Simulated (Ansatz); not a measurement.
# GeSe: the cost of one run

Program: Ansatz 0.2.0. Level of theory: DFT PBE, scalar-relativistic, plane waves, PAW, and further levels as typed in the inputs. These are calculated values, not measurements.

## 1. The structure to begin with

It takes space group Pnma (No. 62, orthorhombic). Conventional cell: a = 10.790 Å, b = 3.830 Å, c = 4.380 Å, α = 90.00°, β = 90.00°, γ = 90.00°. Ge (site symmetry m) has 3 Se at 2.54 to 2.59 Å as nearest neighbours. Se (site symmetry m) is surrounded by 3 Ge at 2.54 to 2.59 Å.

Coordinates:

```cif
data_structure
_symmetry_space_group_name_H-M 'Pnma'
_symmetry_Int_Tables_number 62
_cell_length_a 10.7900
_cell_length_b 3.8300
_cell_length_c 4.3800
_cell_angle_alpha 90.000
_cell_angle_beta 90.000
_cell_angle_gamma 90.000
_cell_volume 181.01
loop_
_atom_site_label
_atom_site_type_symbol
_atom_site_symmetry_multiplicity
_atom_site_Wyckoff_symbol
_atom_site_fract_x
_atom_site_fract_y
_atom_site_fract_z
_atom_site_occupancy
Ge1 Ge 4 c 0.12100 0.75000 0.89400 1
Se1 Se 4 c 0.14800 0.25000 0.50300 1
```

## 2. Single point: GeSe, no spin

The input, input.yaml:

```yaml
crystal:
  lattice:
    - [3.83, 0.0, 0.0]
    - [0.0, 4.38, 0.0]
    - [0.0, 0.0, 10.79]
  atoms:
    - { symbol: Ge, position: [0.75, 0.894, 0.121] }
    - { symbol: Se, position: [0.25, 0.503, 0.148] }
    - { symbol: Se, position: [0.75, 0.003, 0.352] }
    - { symbol: Ge, position: [0.25, 0.394, 0.379] }
    - { symbol: Ge, position: [0.75, 0.606, 0.621] }
    - { symbol: Se, position: [0.25, 0.997, 0.648] }
    - { symbol: Se, position: [0.75, 0.497, 0.852] }
    - { symbol: Ge, position: [0.25, 0.106, 0.879] }
scf:
  occupations: { method: fixed }
  n_extra_bands: 4
output:
  forces: true
  stress: true
  write_density: true
  write_potential: true
  elf: true
  volumetric_format: npy
kpoints:
  mp_grid: { grid: [10, 10, 4] }
  band_path:
    path: [[[0, 0, 0], [0.5, 0, 0]], [[0, 0, 0], [0, 0.5, 0]]]
    npoints: 21
hamiltonian:
  xc: pbe
```

The run is started by

```bash
$ ansatz run input.yaml --threads 4 --pin off --max-ram 11264MiB --backend cpu --events-out ev --progress --plain --runs-dir out
```

Q: Estimate wall time and peak memory on 4 threads of Arm Neoverse V1, shared host.

About 29 s, with a peak of 1.1 GiB.
